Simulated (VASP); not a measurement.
# ZrS (Immm) in VASP: a series of runs

Runs on ZrS. Level: PBEsol. Tasks: single point.

Everything below comes from runs of VASP 6.6.1. Logs are shortened: lines on timing, memory, paths and dates and some standing lists are left out, and cuts for length are marked.

**1. The cell of the first run**

It takes space group Immm (No. 71, orthorhombic). The conventional cell has a = 3.596 Å, b = 3.828 Å, c = 5.250 Å, α = 90.00°, β = 90.00°, γ = 90.00°. Zr (site symmetry mmm) has 6 S at 2.62 to 2.63 Å as nearest neighbours. S (site symmetry mmm) has 6 Zr at 2.62 to 2.63 Å as nearest neighbours.

**2. Single point, PBEsol (strain +0.0625 x Voigt [0, 0, 0, 1, 0, 0], atoms carried along)**

INCAR

```
SYSTEM = ZrS
PREC = Accurate
ENCUT = 520
EDIFF = 1E-6
ISMEAR = 0
SIGMA = 0.15
LREAL = .FALSE.
LASPH = .TRUE.
NELM = 100
ALGO = Fast
ISIF = 2
LWAVE = .FALSE.
LCHARG = .FALSE.
GGA = PS
NBANDS = 16
```

KPOINTS

```
Automatic mesh
0
G
  16 16 16
  0 0 0
```

POSCAR

```
ZrS
1.0
    0.0000000000      2.7070312500      2.7070312500
    2.6250000000      0.0820312500      2.6250000000
    2.6250000000      2.6250000000      0.0820312500
Zr S
1 1
Direct
    0.0000000000      0.0000000000      0.0000000000
    0.5000000000      0.5000000000      0.5000000000
```

Potentials or basis: VASP PAW PBE potentials, release 64 (Zr_sv, S).

On the command line:

```
$ cat potpaw_PBE.64/Zr_sv/POTCAR potpaw_PBE.64/S/POTCAR > POTCAR
$ mpirun -np 1 vasp_std > vasp.out
```

OUTCAR:

```text
SYSTEM = ZrS
   PREC = Accurate
   ENCUT = 520
   EDIFF = 1E-6
   ISMEAR = 0
   LREAL = .FALSE.
   LASPH = .TRUE.
   NELM = 100
   ISIF = 2
   GGA = PS

 ion  position               nearest neighbor table
   1  0.000  0.000  0.000-   2 2.62   2 2.62   2 2.63   2 2.63   2 2.63   2 2.63
   2  0.500  0.500  0.500-   1 2.62   1 2.62   1 2.63   1 2.63   1 2.63   1 2.63

  LATTYP: Found a body centered orthorhombic cell.
 ALAT       =     3.5963008949
 B/A-ratio  =     1.0645161290
 C/A-ratio  =     1.4598333547

  Lattice vectors:

 A1 = (  -2.6250000000,   2.6250000000,   0.0820312500)
 A2 = (  -2.6250000000,  -2.6250000000,  -0.0820312500)
 A3 = (   2.6250000000,   0.0820312500,   2.6250000000)

Analysis of symmetry for initial positions (statically):
=====================================================================
 Subroutine PRICEL returns:
 Original cell was already a primitive cell.

 Routine SETGRP: Setting up the symmetry group for a
 body centered orthorhombic supercell.

 Subroutine GETGRP returns: Found  8 space group operations
 (whereof  8 operations were pure point group operations)
 out of a pool of  8 trial point group operations.

The static configuration has the point symmetry D_2h.

Analysis of symmetry for dynamics (positions and initial velocities):
=====================================================================
 Subroutine PRICEL returns:
 Original cell was already a primitive cell.

 Routine SETGRP: Setting up the symmetry group for a
 body centered orthorhombic supercell.

 Subroutine GETGRP returns: Found  8 space group operations
 (whereof  8 operations were pure point group operations)
 out of a pool of  8 trial point group operations.

The dynamic configuration has the point symmetry D_2h.

 Subroutine INISYM returns: Found  8 space group operations
 (whereof  8 operations are pure point group operations),
 and found     1 'primitive' translations

----------------------------------------------------------------------------------------

                                     Primitive cell

  volume of cell :      36.1405

  direct lattice vectors                    reciprocal lattice vectors
     0.000000000  2.707031250  2.707031250    -0.190476190  0.184704185  0.184704185
     2.625000000  0.082031250  2.625000000     0.190476190 -0.196620584  0.196620584
     2.625000000  2.625000000  0.082031250     0.190476190  0.196620584 -0.196620584

  length of vectors
     3.828320308  3.713216816  3.713216816     0.323283855  0.337046713  0.337046713

  position of ions in fractional coordinates (direct lattice)
     0.000000000  0.000000000  0.000000000
     0.500000000  0.500000000  0.500000000

  ion indices of the primitive-cell ions
   primitive index   ion index
                 1           1
                 2           2

----------------------------------------------------------------------------------------

 KPOINTS: Automatic mesh

Automatic generation of k-mesh.
 Grid dimensions read from file:
 generate k-points for:   16   16   16

 Generating k-lattice:

  Cartesian coordinates                     Fractional coordinates (reciprocal lattice)
    -0.011904762  0.011544012  0.011544012     0.062500000  0.000000000  0.000000000
     0.011904762 -0.012288786  0.012288786     0.000000000  0.062500000  0.000000000
     0.011904762  0.012288786 -0.012288786     0.000000000  0.000000000  0.062500000

  Length of vectors
     0.020205241  0.021065420  0.021065420

  Shift w.r.t. Gamma in fractional coordinates (k-lattice)
     0.000000000  0.000000000  0.000000000

 Subroutine IBZKPT returns following result:
 ===========================================

 Found    621 irreducible k-points:

 Following reciprocal coordinates:
            Coordinates               Weight
  0.000000  0.000000  0.000000      1.000000
  0.062500  0.000000  0.000000      4.000000
  0.125000  0.000000  0.000000      4.000000
  0.187500  0.000000  0.000000      4.000000
  0.250000  0.000000  0.000000      4.000000
  0.312500  0.000000  0.000000      4.000000
[... 16 lines left out ...]
 -0.187500  0.062500 -0.000000      8.000000
 -0.125000  0.062500 -0.000000      8.000000
 [... further k-points ...]
   k-points           NKPTS =    621   k-points in BZ     NKDIM =    621   number of bands    NBANDS=     16
   number of dos      NEDOS =    301   number of ions     NIONS =      2
   total plane-waves  NPLWV =  21952
   dimension x,y,z NGX =    28 NGY =   28 NGZ =   28
   dimension x,y,z NGXF=    56 NGYF=   56 NGZF=   56
   ions per type =               1   1
   NGX,Y,Z   is equivalent  to a cutoff of  12.16, 12.54, 12.54 a.u.
   NGXF,Y,Z  is equivalent  to a cutoff of  24.32, 25.07, 25.07 a.u.
 SYSTEM =  ZrS
   PREC   = accura    normal or accurate (medium, high low for compatibility)
   ISTART =      0    job   : 0-new  1-cont  2-samecut
   ICHARG =      2    charge: 1-file 2-atom 10-const
   ISPIN  =      1    spin polarized calculation?
   LNONCOLLINEAR =      F non collinear calculations
   LSORBIT =      F    spin-orbit coupling
   LASPH  =      T    aspherical Exc in radial PAW
   ENCUT  =  520.0 eV  38.22 Ry    6.18 a.u.   7.12  6.90  6.90*2*pi/ulx,y,z
   NELM   =    100;   NELMIN=  2; NELMDL= -5     # of ELM steps
   EDIFF  = 0.1E-05   stopping-criterion for ELM
   LREAL  =      F    real-space projection
   EDIFFG = 0.1E-04   stopping-criterion for IOM
   NSW    =      0    number of steps for IOM
   IBRION =     -1    ionic relax: 0-MD 1-quasi-New 2-CG
   NFREE  =      0    steps in history (QN), initial steepest desc. (CG)
   ISIF   =      2    stress and relaxation
   ISYM   =      2    0-nonsym 1-usesym 2-fastsym
   POTIM  = 0.5000    time-step for ionic-motion
   TEBEG  =    0.0;   TEEND  =   0.0 temperature during run
   PSTRESS=    0.0 pullay stress
   NELECT =      18.0000    total number of electrons
   NUPDOWN=      -1.0000    fix difference up-down
   EMIN   =  10.00;   EMAX   =-10.00  energy-range for DOS
   EFERMI =   0.00;   METHOD = LEGACY
   ISMEAR =     0;   SIGMA  =   0.15  broadening in eV -4-tet -1-fermi 0-gaus
   EFERMI_NEDOS =   21; number of points for ismear=-14 and -15
   IALGO  =     68    algorithm
   IMIX   =      4    mixing-type and parameters
     AMIX     =   0.40;   BMIX     =  1.00
     AMIX_MAG =   1.60;   BMIX_MAG =  1.00
  volume/ion in A,a.u.               =      18.07       121.94
  Fermi-wavevector in a.u.,A,eV,Ry     =   1.297681  2.452261 22.911869  1.683975
  Thomas-Fermi vector in A             =   2.429057
   LORBIT       =      0    0 simple, 1 ext, 2 COOP (PROOUT), +10 PAW based schemes
   GGA     = PS    functional components
   LHFCALC =     F    Hartree Fock is set to
   AEXX    =    0.0000 exact exchange contribution
   IVDW    =     0    specifies the selected vdW correction
   LEPSILON=     F    determine dielectric tensor
   LRPA    =     F    only Hartree local field effects (RPA)
 non-spin polarized calculation
 RMM-DIIS sequential band-by-band and
 Gauss-broadening in eV      SIGMA  =   0.15
  energy-cutoff  :      520.00
  volume of cell :       36.14
 maximum number of plane-waves:      1001
   NGX = 15   NGY = 13   NGZ = 13

 number of electron      18.0000001 magnetization

 Free energy of the ion-electron system (eV)
  ---------------------------------------------------
  ext. energy  EPLUGINS =         0.00000000
  ---------------------------------------------------
  free energy    TOTEN  =       -16.47667731 eV

  energy without entropy =      -16.46129949  energy(sigma->0) =      -16.46898840

 E-fermi :  10.6101     XC(G=0): -11.4666

 val. band max:       10.6040572246   @ k =   0.4375  -0.2500   0.1875
 cond. band min:      10.6164609474   @ k =   0.1250   0.1875   0.0625
 fundamental gap:      0.0124037228
 Fermi energy:        10.6101071344

 k-point     1 :       0.0000    0.0000    0.0000
  band No.  band energies     occupation
      1     -39.2715      2.00000
      2     -17.3016      2.00000
      3     -17.2720      2.00000
      4     -17.2221      2.00000
      5      -5.2063      2.00000
      6       6.9480      2.00000
[... 8 lines left out ...]
     15      17.7674      0.00000
     16      22.7948      0.00000

 k-point     2 :       0.0625    0.0000    0.0000
  band No.  band energies     occupation
      1     -39.2706      2.00000
      2     -17.3112      2.00000
      3     -17.2764      2.00000
      4     -17.2233      2.00000
      5      -5.1579      2.00000
      6       6.6564      2.00000
[... 8 lines left out ...]
     15      17.9146      0.00000
     16      22.3742      0.00000

 k-point     3 :       0.1250    0.0000    0.0000
  band No.  band energies     occupation
      1     -39.2681      2.00000
      2     -17.3447      2.00000
      3     -17.2826      2.00000
      4     -17.2268      2.00000
      5      -5.0173      2.00000
      6       5.9556      2.00000
[... 8 lines left out ...]
     15      18.2905      0.00000
     16      21.5080      0.00000

 k-point     4 :       0.1875    0.0000    0.0000
  band No.  band energies     occupation
      1     -39.2643      2.00000
      2     -17.3987      2.00000
      3     -17.2872      2.00000
      4     -17.2321      2.00000
      5      -4.7990      2.00000
      6       5.1409      2.00000
[... 8 lines left out ...]
     15      18.5880      0.00000
     16      20.7122      0.00000

 k-point     5 :       0.2500    0.0000    0.0000
  band No.  band energies     occupation
      1     -39.2598      2.00000
      2     -17.4626      2.00000
      3     -17.2914      2.00000
      4     -17.2382      2.00000
      5      -4.5267      2.00000
      6       4.3463      2.00000
[... 8 lines left out ...]
     15      18.4417      0.00000
     16      19.7443      0.00000

 k-point     6 :       0.3125    0.0000    0.0000
  band No.  band energies     occupation
      1     -39.2553      2.00000
      2     -17.5257      2.00000
      3     -17.2952      2.00000
      4     -17.2444      2.00000
      5      -4.2339      2.00000
      6       3.6400      2.00000
[... 8 lines left out ...]
     15      18.4003      0.00000
     16      18.7886      0.00000

 k-point     7 :       0.3750    0.0000    0.0000
  band No.  band energies     occupation
      1     -39.2515      2.00000
      2     -17.5785      2.00000
      3     -17.2983      2.00000
      4     -17.2496      2.00000
      5      -3.9646      2.00000
      6       3.0757      2.00000
[... 8 lines left out ...]
     15      17.6082      0.00000
     16      18.1495      0.00000

 k-point     8 :       0.4375    0.0000    0.0000
  band No.  band energies     occupation
      1     -39.2489      2.00000
      2     -17.6133      2.00000
      3     -17.3004      2.00000
      4     -17.2531      2.00000
      5      -3.7705      2.00000
      6       2.7057      2.00000
[... 8 lines left out ...]
     15      16.8208      0.00000
     16      17.2911      0.00000

 k-point     9 :       0.5000    0.0000    0.0000
  band No.  band energies     occupation
      1     -39.2480      2.00000
      2     -17.6255      2.00000
      3     -17.3011      2.00000
      4     -17.2543      2.00000
      5      -3.6990      2.00000
      6       2.5759      2.00000
[... 8 lines left out ...]
     15      16.2696      0.00000
     16      16.8349      0.00000
[... 172 lines left out ...]
 k-point    19 :      -0.4375    0.0625    0.0000
  band No.  band energies     occupation
      1     -39.2478      2.00000
      2     -17.6149      2.00000
      3     -17.3040      2.00000
      4     -17.2628      2.00000
      5      -3.7453      2.00000
      6       2.6920      2.00000
[... 8 lines left out ...]
     15      16.6710      0.00000
     16      17.3071      0.00000

 k-point    20 :      -0.3750    0.0625   -0.0000
  band No.  band energies     occupation
      1     -39.2497      2.00000
      2     -17.5886      2.00000
      3     -17.3018      2.00000
      4     -17.2604      2.00000
      5      -3.8921      2.00000
      6       2.9602      2.00000
[... 8 lines left out ...]
     15      17.3615      0.00000
     16      17.8697      0.00000

 k-point    21 :      -0.3125    0.0625   -0.0000
  band No.  band energies     occupation
      1     -39.2531      2.00000
      2     -17.5429      2.00000
      3     -17.2987      2.00000
      4     -17.2558      2.00000
      5      -4.1289      2.00000
      6       3.4288      2.00000
[... 8 lines left out ...]
     15      18.2620      0.00000
     16      18.7789      0.00000

 k-point    22 :      -0.2500    0.0625   -0.0000
  band No.  band energies     occupation
      1     -39.2573      2.00000
      2     -17.4841      2.00000
      3     -17.2952      2.00000
      4     -17.2498      2.00000
      5      -4.4065      2.00000
      6       4.0489      2.00000
[... 8 lines left out ...]
     15      18.4965      0.00000
     16      19.2873      0.00000

 k-point    23 :      -0.1875    0.0625   -0.0000
  band No.  band energies     occupation
      1     -39.2618      2.00000
      2     -17.4206      2.00000
      3     -17.2918      2.00000
      4     -17.2434      2.00000
      5      -4.6794      2.00000
      6       4.7691      2.00000
[... 8 lines left out ...]
     15      18.6899      0.00000
     16      20.1550      0.00000

 k-point    24 :      -0.1250    0.0625   -0.0000
  band No.  band energies     occupation
      1     -39.2659      2.00000
      2     -17.3620      2.00000
      3     -17.2888      2.00000
      4     -17.2377      2.00000
      5      -4.9112      2.00000
      6       5.5335      2.00000
[... 8 lines left out ...]
     15      18.5808      0.00000
     16      20.9678      0.00000

 [... further k-points ...]

------------------------ aborting loop because EDIFF is reached ----------------------------------------

  FORCE on cell =-STRESS in cart. coord.  units (eV):
  Direction    XX          YY          ZZ          XY          YZ          ZX
  --------------------------------------------------------------------------------------
  -------------------------------------------------------------------------------------
  Total       -1.4205022     -1.3482147     -1.3482147      0.0000000     -0.3697947      0.0000000
  in kB      -62.9736534    -59.7690070    -59.7690070      0.0000000    -16.3937262      0.0000000
  external PRESSURE =     -60.8372225 kB  Pullay stress =       0.0000000 kB

 VOLUME and BASIS-vectors are now :
 -----------------------------------------------------------------------------
  energy-cutoff  :      520.00
  volume of cell :       36.14
      direct lattice vectors                 reciprocal lattice vectors
     0.000000000  2.707031250  2.707031250    -0.190476190  0.184704185  0.184704185
     2.625000000  0.082031250  2.625000000     0.190476190 -0.196620584  0.196620584
     2.625000000  2.625000000  0.082031250     0.190476190  0.196620584 -0.196620584

 POSITION                                       TOTAL-FORCE (eV/Angst)
 -----------------------------------------------------------------------------------
      0.00000      0.00000      0.00000         0.000000     -0.000000      0.000000
      2.62500      2.70703      2.70703        -0.000000      0.000000     -0.000000
 -----------------------------------------------------------------------------------
    total drift:                                0.000000      0.000000      0.000000

  FREE ENERGIE OF THE ION-ELECTRON SYSTEM (eV)
  ---------------------------------------------------
  free  energy   TOTEN  =       -16.4766773105 eV

  energy  without entropy=      -16.4612994911  energy(sigma->0) =      -16.46898840
```

It took 4.9 min on 1 thread of Intel Xeon Platinum 8559C (Emerald Rapids), shared host; peak memory 0.44 GiB.

Results:

| Property | Result |
| --- | --- |
| Free energy | -16.4767 eV |
| Pressure | -6.1 GPa |
| Band gap on the k mesh | none (metal or under the smearing width) |

Stress tensor (GPa, compression positive):
```
-6.30  0.00  0.00
 0.00 -5.98 -1.64
 0.00 -1.64 -5.98
```

Levels at points of the mesh, in eV from the Fermi level:
```
           k point  band 7  band 8  band 9  band 10  band 11  band 12
(0.00, 0.00, 0.00)   -3.52   -3.31   -1.67    -1.40    -1.02    -0.66
(0.50, 0.00, 0.00)   -5.96   -5.63    0.98     1.60     1.82     2.00
(0.00, 0.50, 0.00)   -6.23   -5.95    1.36     1.47     1.79     2.21
(0.50, 0.50, 0.00)   -4.45   -4.44   -3.45     0.47     2.08     2.35
(0.00, 0.50, 0.50)   -4.69   -4.17   -3.45     0.55     2.37     2.38
```

Caveat: the PAW data sets were made with another functional, which shifts forces and pressure a little.

(Part 1 of 2 ends here.)
